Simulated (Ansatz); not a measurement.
The system is I.

```xyz
1
Lattice="0.0000 2.3656 3.9098 2.1922 0.0000 3.9098 2.1922 2.3656 0.0000" Properties=species:S:1:pos:R:3 pbc="T T T"
I     0.0000    0.0000    0.0000
```

Base run:

```yaml
Program: Ansatz 0.2.0
Functional: PBEsol
Potentials_or_basis: Ansatz PAW
Cutoff: 420 eV
Density_cutoff: 1680 eV
k_mesh: 7 × 7 × 7
Occupations: fermi-dirac, width 0.05 eV
Spin: spin-orbit coupling, no magnetisation
```

Its results: band gap on the k mesh none (metal or under the smearing width); pressure -0.8 GPa.

Task: The run is repeated on the same cell with these changes: functional from PBEsol to r2SCAN; cutoff from 420 eV to 500 eV; density cutoff from 1680 eV to 2000 eV. What comes out?

Result: Band gap on the k mesh none (metal or under the smearing width); pressure 0.6 GPa.

Caveats: the PAW data sets come from PBE, with cores solved anew for the run's functional, which leaves a small shift of forces and pressure.

Not every run made on this cell is shown here.
